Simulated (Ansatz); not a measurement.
input.yaml

```yaml
crystal:
  lattice:
    - [2.2118934261, 1.2770372649, 3.6140527581]
    - [-2.2118934261, 1.2770372649, 3.6140527581]
    - [0.0, -2.55407453, 3.6140527581]
  atoms:
    - { symbol: Pb, position: [0.98056578, 0.98056578, 0.98056578] }
    - { symbol: S, position: [0.47503555, 0.47503555, 0.47503555] }
basis:
  ecutwfc: 420
kpoints:
  mp_grid: { grid: [9, 9, 9] }
hamiltonian:
  xc: pbe
scf:
  occupations: { method: gaussian, width: 0.02 }
output:
  forces: true
  stress: true
  eigenvalues: true
```

It can be run as
```bash
ansatz run input.yaml --threads 1 --pin off --backend cpu --events-out ev --progress --plain --runs-dir out  # memory cap (--max-ram) not shown
```

These are results of DFT PBE, scalar-relativistic, plane waves, PAW (Ansatz), not measurements.

Part of what the program printed, abridged:

```
Pseudopotentials: kind: paw
Pseudopotential: Pb, paw, valence charge 14, recommended cutoff 420 eV (normal)
Pseudopotential: S, paw, valence charge 6, recommended cutoff 420 eV (normal)
Functional definition: PBE
Crystal: 2 atoms, lattice volume = 61.251 Å³
Basis set: ecut = 420 eV, 1243 PW (Γ), exchange–correlation on 60×60×60 points (8 copies of the dense FFT grid, shifted against one another)
Bands: 14, of which v1, the nominal top of the filled ones, is band 10 counted from 1 (9 counted from 0)
Symmetry: 6 space group operations
Space group: R3m (ITA 160), of the structure as read, at distance tolerance 3.9e-5 Å
k-points: 85 of 729 (time reversal used)
Initial density: superposition of atomic densities (neutral atoms: chi_scale 0, normalization atom), corrected by the library's trained network
Initial wavefunctions: pseudopotential atomic-orbital guess
Functional: x = pbe(κ = 0.804, μ = 0.21951497), c = pbe(β = 0.06672455)
SCF iter   1: F=—  HF=-12809.454121 eV  |F-HF|=—  |Δ(HF+E_count)|=         —  Δρ=1.48e-3  dr2=2.89e-3  ethr=1.77e-3  ⟨swp⟩=6.2  Hψ=7066  notcnv=0
SCF iter   2: F=—  HF=-12809.453129 eV  |F-HF|=—  |Δ(HF+E_count)|=   9.92e-4  Δρ=1.29e-3  dr2=1.98e-3  ethr=1.44e-5  ⟨swp⟩=2.8  Hψ=2964  notcnv=0
SCF iter   3: F=—  HF=-12809.452614 eV  |F-HF|=—  |Δ(HF+E_count)|=   5.15e-4  Δρ=3.48e-4  dr2=6.25e-5  ethr=9.91e-6  ⟨swp⟩=2.0  Hψ=1383  notcnv=0
SCF iter   4: F=—  HF=-12809.452650 eV  |F-HF|=—  |Δ(HF+E_count)|=   3.55e-5  Δρ=1.77e-4  dr2=3.23e-5  ethr=3.12e-7  ⟨swp⟩=2.2  Hψ=2063  notcnv=0
SCF iter   5: F=—  HF=-12809.452645 eV  |F-HF|=—  |Δ(HF+E_count)|=   4.25e-6  Δρ=1.12e-4  dr2=1.43e-5  ethr=1.61e-7  ⟨swp⟩=1.0  Hψ=1190  notcnv=0
SCF iter   6: F=—  HF=-12809.452642 eV  |F-HF|=—  |Δ(HF+E_count)|=   3.25e-6  Δρ=4.39e-5  dr2=2.29e-6  ethr=7.14e-8  ⟨swp⟩=1.5  Hψ=1374  notcnv=0
SCF iter   7: F=—  HF=-12809.452642 eV  |F-HF|=—  |Δ(HF+E_count)|=   5.62e-7  Δρ=1.52e-5  dr2=2.78e-7  ethr=1.15e-8  ⟨swp⟩=1.9  Hψ=1496  notcnv=0
SCF iter   8: F=-12809.452641 eV  HF=-12809.452641 eV  |F-HF|=3.16e-8  |Δ(HF+E_count)|=   6.30e-8  Δρ=5.72e-6  dr2=3.99e-8  ethr=5.00e-10  ⟨swp⟩=4.1  Hψ=3662  notcnv=0
SCF 1 converged in 8 iterations: F = -12809.452641 eV  dr2 = 3.99e-8
SCF converged after 8 iterations
Free energy (F): -12809.452641 eV
Harris-Foulkes:  -12809.452641 eV  (|F-HF|=3.16e-8)
Internal energy: -12809.452641 eV  (E = F + TS)
E sigma→0 (E₀):  -12809.452641 eV
Fermi energy:    6.452110 eV
--- Per-component energies (eV) ---
  E_band       = -92.870634
  E_kinetic    = 389.403661
  E_local      = -1338.242464  (includes V_loc(G=0)·N_el)
  E_nonlocal   = 378.231945
  E_hartree    = 515.340028
  E_xc         = -316.713207
  E_vxc        = -218.008500  (∫ρ·V_xc dr)
  E_paw        = -11003.075078  (= ΣΔE_a)
  E_vpaw       = -334.933519  (= ΣTr[D̂ρ^β])
  E_aug_tail   = 0.000050  (compensation charges beyond the density's cutoff)
  E_ewald      = -1434.397575
  E_smearing   =  0.000000  (= −TS)
--- Forces (eV/Å), atoms counted from 1 ---
  atom   1  Pb     0.00000000     0.00000000     0.04710328
  atom   2  S      0.00000000     0.00000000    -0.04709417
--- Stress (GPa, compression-positive) ---
       -4.897676       0.000000       0.000000
        0.000000      -4.897676       0.000000
        0.000000       0.000000      -4.861331
  P = ⅓ Tr σ = -4.8856 GPa (-48.856 kbar)
--- Band table (eV; the first three rows and the last of 85) ---
  k-point 0: bands = ["-10.5329", "-10.5325", "-10.5325", "-10.5142", "-10.5142", "-6.1776", "-0.1744", "4.6787", "4.6787", "4.6828", "10.8354", "10.8521", "10.8521", "13.1935"]
  k-point 1: bands = ["-10.5321", "-10.5311", "-10.5307", "-10.5148", "-10.5148", "-6.0975", "-0.3773", "4.7027", "4.7055", "4.8175", "10.0499", "10.4094", "10.4113", "13.0616"]
  k-point 2: bands = ["-10.5309", "-10.5291", "-10.5289", "-10.5139", "-10.5137", "-5.8746", "-0.8811", "4.7725", "4.7754", "5.1478", "8.7857", "9.5776", "9.5802", "13.0701"]
  k-point 84: bands = ["-10.5363", "-10.5301", "-10.5274", "-10.5072", "-10.5043", "-5.2637", "-1.8486", "4.3276", "4.8414", "5.5912", "7.3501", "8.5636", "9.0929", "14.3896"]
```

The run converged.

Spin–orbit coupling is left out, which can shift energies with elements as heavy as these.